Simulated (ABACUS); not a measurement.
# InAs (F-43m) in ABACUS: a series of runs

The runs below take InAs through single point, relaxation of cell and atoms, with LDA, B86bPBE, PBEsol.

All numbers are computed with ABACUS 3.10.1; they aren't measurements. Logs are shortened: lines on timing, memory, paths and dates and some standing lists are left out, and cuts for length are marked.

**What was measured.**

From a printed reference work, data compilation, for a bulk crystal of InAs at 4.2 K: band gap 0.418 eV (direct).

The runs below are set against these values where they give the same quantity.

### 1 The crystal as given

Symmetry: F-43m, No. 216, cubic system. The conventional cell has a = 6.036 Å, b = 6.036 Å, c = 6.036 Å, α = 90.00°, β = 90.00°, γ = 90.00°. Around In (site symmetry -43m) lie 4 As at 2.61 Å. As (site symmetry -43m) is surrounded by 4 In at 2.61 Å.

### 2 Single point, LDA

INPUT reads:

```
INPUT_PARAMETERS
suffix              InAs
calculation         scf
basis_type          pw
pseudo_dir          ./
latname             fcc
symmetry            1
dft_functional      pz
ecutwfc             81
pseudo_rcut         7
nspin               1
nbands              24
ks_solver           dav
smearing_method     fd
smearing_sigma      0.00367493
scf_thr             1e-08
scf_nmax            100
mixing_type         broyden
mixing_beta         0.7
cal_force           1
cal_stress          1
out_chg             1
kpar                4
```

STRU reads:

```
ATOMIC_SPECIES
In 114.8180 In.upf
As 74.9216 As.upf

LATTICE_CONSTANT
11.4063868882

ATOMIC_POSITIONS
Direct

In
0.0
1
0.0000000000 0.0000000000 0.0000000000 1 1 1

As
0.0
1
0.2500000000 0.2500000000 0.2500000000 1 1 1
```

KPT reads:

```
K_POINTS
0
Gamma
6 6 6 0 0 0
```

Potentials or basis: PseudoDojo NC SR 0.4.1 LDA standard, plane waves.

Launch:

```sh
> OMP_NUM_THREADS=1 mpirun -np 4 abacus > log
```

running log:

```text
ABACUS v3.10.1

               Atomic-orbital Based Ab-initio Computation at UStc

 ------------------------------------------------------------------------------------

 READING GENERAL INFORMATION
                           global_out_dir = OUT.InAs/
                           global_in_card = INPUT
                               pseudo_dir = ./
                              orbital_dir =
                                    DSIZE = 4
                                    GSIZE = 1

 READING UNITCELL INFORMATION
                                    ntype = 2
                  lattice constant (Bohr) = 11.4064
              lattice constant (Angstrom) = 6.036

 READING ATOM TYPE 1
                               atom label = In
                      L=0, number of zeta = 1
                      L=1, number of zeta = 1
                      L=2, number of zeta = 1
             number of atom for this type = 1

 READING ATOM TYPE 2
                               atom label = As
                      L=0, number of zeta = 1
                      L=1, number of zeta = 1
                      L=2, number of zeta = 1
             number of atom for this type = 1

                        TOTAL ATOM NUMBER = 2
DIRECT COORDINATES
    atom                   x                   y                   z     mag                  vx                  vy                  vz
taud_In1            0.0000000000        0.0000000000        0.0000000000  0.0000        0.0000000000        0.0000000000        0.0000000000
taud_As1            0.2500000000        0.2500000000        0.2500000000  0.0000        0.0000000000        0.0000000000        0.0000000000

                          Volume (Bohr^3) = 371.009
                             Volume (A^3) = 54.9778

 Lattice vectors: (Cartesian coordinate: in unit of a_0)
                 -0.5                  +0                +0.5
                   +0                +0.5                +0.5
                 -0.5                +0.5                  +0
 Reciprocal vectors: (Cartesian coordinate: in unit of 2 pi/a_0)
                   -1                  -1                  +1
                   +1                  +1                  +1
                   -1                  +1                  -1
 The esolver type has been set to : ksdft_pw

                PAO radial cut off (Bohr) = 7

 Read in pseudopotential file is In.upf
                     pseudopotential type = NC
          exchange-correlation functional = SLAPWNOGXNOGC
                 nonlocal core correction = 1
                        valence electrons = 13
                                     lmax = 2
                           number of zeta = 3
[... 5 lines left out ...]
                           L of projector = 2
                           L of projector = 2
 XC functional updated to : pz
          exchange-correlation functional = PZ
                PAO radial cut off (Bohr) = 7

 Read in pseudopotential file is As.upf
                     pseudopotential type = NC
[... 181 lines left out ...]

 Init Non-Local PseudoPotential table :
 Init Non-Local-Pseudopotential done.

                                     npwx = 4584

 Make real space PAO into reciprocal space.
       max mesh points in Pseudopotential = 701
     dq(describe PAO in reciprocal space) = 0.01
                                    max q = 1084

 number of pseudo atomic orbitals for In is 3
WARNING: norm of atomic wavefunction # 2 of atomic type In is 0.999359, renormalized
WARNING: norm of atomic wavefunction # 3 of atomic type In is 0.981342, renormalized

 number of pseudo atomic orbitals for As is 3
WARNING: norm of atomic wavefunction # 2 of atomic type As is 0.999981, renormalized
WARNING: norm of atomic wavefunction # 3 of atomic type As is 0.998566, renormalized

 -------------------------------------------
 SELF-CONSISTENT
 -------------------------------------------
                                 init_chg = atomic

 PW ALGORITHM --------------- ION=   1  ELEC=   1--------------------------------

 Notice: Threshold on eigenvalues was too large.
 hsover_error=0.28 > DRHO=0.074113
 Origin diag ethr = 0.01
 New diag ethr = 0.000264689

 Density error is 0.0747182920715
                          Error Threshold = 0.000264689258004
----------------------------------------------------------
     Energy           Rydberg                 eV
----------------------------------------------------------
 E_KohnSham     -344.4264194068      -4686.1618456708
 E_Harris       -343.7584951350      -4677.0742697409
 E_Fermi        0.5427091199         7.3839363868
----------------------------------------------------------
[... 63 lines left out ...]
 Density error is 4.81740826618e-09
                          Error Threshold = 1.53705915406e-10
----------------------------------------------------------
     Energy           Rydberg                 eV
----------------------------------------------------------
 E_KohnSham     -344.4444120138      -4686.4066476472
 E_KS(sigma->0) -344.4443778004      -4686.4061821498
 E_Harris       -344.4441136662      -4686.4025884199
 E_band         -23.0673375963       -313.8472289988
 E_one_elec     -176.9004850283      -2406.8545753492
 E_Hartree      104.4399711852       1420.9787070739
 E_xc           -86.1939993371       -1172.7295243924
 E_Ewald        -185.7898304067      -2527.8003239847
 E_entropy(-TS) -0.0000684268        -0.0009309948
 E_descf        0.0000000000         0.0000000000
 E_exx          0.0000000000         0.0000000000
 E_Fermi        0.5803009090         7.8953989173
----------------------------------------------------------

 charge density convergence is achieved
 final etot is -4686.4066476 eV
 EFERMI = 7.8953989173 eV

 STATE ENERGY(eV) AND OCCUPATIONS    NSPIN == 1
 1/4 kpoint (Cartesian) = 0.0000 0.0000 0.0000 (4573 pws)
       1       -27.3067     0.00925926
       2       -27.3067     0.00925926
       3       -27.3067     0.00925926
       4       -27.2977     0.00925926
       5       -27.2977     0.00925926
       6       -6.52424     0.00925926
[... 94 lines left out ...]
      23        20.2560        0.00000
      24        20.2560        0.00000

------------------------------------------------------------------------------------------
 TOTAL-FORCE (eV/Angstrom)
------------------------------------------------------------------------------------------
                       In1         0.0000000000         0.0000000000         0.0000000000
                       As1         0.0000000000         0.0000000000         0.0000000000
------------------------------------------------------------------------------------------

----------------------------------------------------------------
 TOTAL-STRESS (KBAR)
----------------------------------------------------------------
        -3.4973460324         0.0000000000         0.0000000000
         0.0000000000        -3.4973460324         0.0000000000
         0.0000000000         0.0000000000        -3.4973460324
----------------------------------------------------------------
 TOTAL-PRESSURE: -3.497346 KBAR

 --------------------------------------------
 !FINAL_ETOT_IS -4686.4066476471671194 eV
 --------------------------------------------
```

stdout:

```text
ABACUS v3.10.1

               Atomic-orbital Based Ab-initio Computation at UStc

 dft_functional readin is: pz
 dft_functional in pseudopot file is: SLAPWNOGXNOGC
 Please make sure this is what you need
[... 38 lines left out ...]
 DA7     -4.68640665e+03  -1.46417479e-07   4.8174e-09   0.83
----------------------------------------------------------------
 TOTAL-STRESS (KBAR)
----------------------------------------------------------------
        -3.4973460324         0.0000000000         0.0000000000
         0.0000000000        -3.4973460324         0.0000000000
         0.0000000000         0.0000000000        -3.4973460324
----------------------------------------------------------------
 TOTAL-PRESSURE: -3.497346 KBAR
```

Run time: 8 s. Hardware: 4 MPI ranks of Intel Xeon Platinum 8223CL at 3.00GHz (Skylake/Cascade Lake), shared host; peak memory 0.44 GiB.

What came out:

```yaml
Free_energy: -4686.4066 eV
Pressure: -0.3 GPa
Band_gap_on_the_k_mesh: none (metal or under the smearing width)
```

Levels at points of the mesh, in eV from the Fermi level:
```
           k point  band 12  band 13  band 14  band 15  band 16  band 17
(0.00, 0.00, 0.00)    -0.45    -0.04    -0.04    -0.04     3.80     3.80
(0.50, 0.50, 0.50)    -5.91    -1.04    -1.04     0.76     4.58     4.58
(0.50, 0.50, 0.00)    -5.99    -2.40    -2.40     1.38     1.91     9.01
```

Caveat: this crystal is a semiconductor, whose small gap the functional closes, so the metal is an error of the method.

### 3 Single point, B86bPBE

run_abacus.py reads:

```python
"""ABACUS run from a structure file: ASE reads it, the script writes STRU, KPT and INPUT."""
import re
import subprocess
from ase.io import read
from ase.units import Bohr

atoms = read("InAs.xyz")
atoms = atoms[(-atoms.numbers).argsort(kind="stable")]  # ABACUS lists atoms element by element
pseudo = {'In': 'In.upf', 'As': 'As.upf'}
orbital = {}
magmoms = None
kmesh = [6, 6, 6]
params = {
    'suffix': 'InAs',
    'calculation': 'scf',
    'basis_type': 'pw',
    'pseudo_dir': './',
    'symmetry': 1,
    'dft_functional': 'GGA_X_B86_MGC+GGA_C_PBE',
    'ecutwfc': 84,
    'pseudo_rcut': 10,
    'nspin': 1,
    'nbands': 24,
    'ks_solver': 'dav',
    'smearing_method': 'fd',
    'smearing_sigma': 0.00367493,
    'scf_thr': 1e-08,
    'scf_nmax': 100,
    'mixing_type': 'broyden',
    'mixing_beta': 0.7,
    'cal_force': 1,
    'cal_stress': 1,
    'out_chg': 1,
    'kpar': 4,
}

symbols = atoms.get_chemical_symbols()
elements = list(dict.fromkeys(symbols))
lines = ["ATOMIC_SPECIES"] + [f"{e} {atoms.get_masses()[symbols.index(e)]:.4f} {pseudo[e]}" for e in elements]
if orbital:
    lines += ["", "NUMERICAL_ORBITAL"] + [orbital[e] for e in elements]
lines += ["", "LATTICE_CONSTANT", f"{1 / Bohr:.10f}", "", "LATTICE_VECTORS"]
lines += [" ".join(f"{x:.10f}" for x in v) for v in atoms.cell]
lines += ["", "ATOMIC_POSITIONS", "Direct"]
for e in elements:
    lines += ["", e, "0.0", str(symbols.count(e))]
    for i, p in enumerate(atoms.get_scaled_positions(wrap=False)):
        if symbols[i] == e:
            mag = "" if magmoms is None else " mag " + " ".join(str(x) for x in (magmoms[i] if isinstance(magmoms[i], list) else [magmoms[i]]))
            lines.append(" ".join(f"{x:.10f}" for x in p) + " 1 1 1" + mag)
open("STRU", "w").write("\n".join(lines) + "\n")
open("KPT", "w").write("K_POINTS\n0\nGamma\n%d %d %d 0 0 0\n" % tuple(kmesh))
open("INPUT", "w").write("INPUT_PARAMETERS\n" + "".join(f"{k:<20s}{v}\n" for k, v in params.items()))

done = subprocess.run(['mpirun', '-np', '4', 'abacus'])
if done.returncode:
    raise SystemExit(done.returncode)
log = open("OUT.InAs/running_scf.log").read()
print("final energy (eV):", re.findall(r"FINAL_ETOT_IS (\S+)", log))
```

InAs.xyz reads:

```xyz
2
Lattice="0.0000000000 3.0180000000 3.0180000000 3.0180000000 0.0000000000 3.0180000000 3.0180000000 3.0180000000 0.0000000000" Properties=species:S:1:pos:R:3 pbc="T T T"
In     0.0000000000      0.0000000000      0.0000000000
As     4.5270000000      4.5270000000      4.5270000000
```

Potentials or basis: Ansatz NC PBE, plane waves.

Launch:

```sh
> OMP_NUM_THREADS=1 python run_abacus.py > log
```

Run time: 10 s. Hardware: 4 MPI ranks of Intel Xeon Platinum 8488C (Sapphire Rapids), shared host; peak memory 0.44 GiB.

Results (log left out):

- Free energy: -4697.8462 eV
- Pressure: 4.8 GPa
- Band gap on the k mesh: none (metal or under the smearing width)

Levels at points of the mesh, in eV from the Fermi level:
| k point | band 10 | band 11 | band 12 | band 13 | band 14 | band 15 | band 16 | band 17 | band 18 | band 19 |
| --- | --- | --- | --- | --- | --- | --- | --- | --- | --- | --- |
| (0.00, 0.00, 0.00) | -14.39 | -11.94 | -0.22 | -0.04 | -0.04 | -0.04 | 3.90 | 3.90 | 3.90 | 7.52 |
| (0.50, 0.50, 0.50) | -14.38 | -10.46 | -5.82 | -1.03 | -1.03 | 0.93 | 4.67 | 4.67 | 6.85 | 9.04 |
| (0.50, 0.50, 0.00) | -14.36 | -9.92 | -5.89 | -2.37 | -2.37 | 1.52 | 2.04 | 9.18 | 9.27 | 9.27 |

Caveat: the potentials were made for another functional, which shifts forces and pressure; this crystal is a semiconductor, whose small gap the functional closes, so the metal is an error of the method.

(Continued in part 2 of 2.)
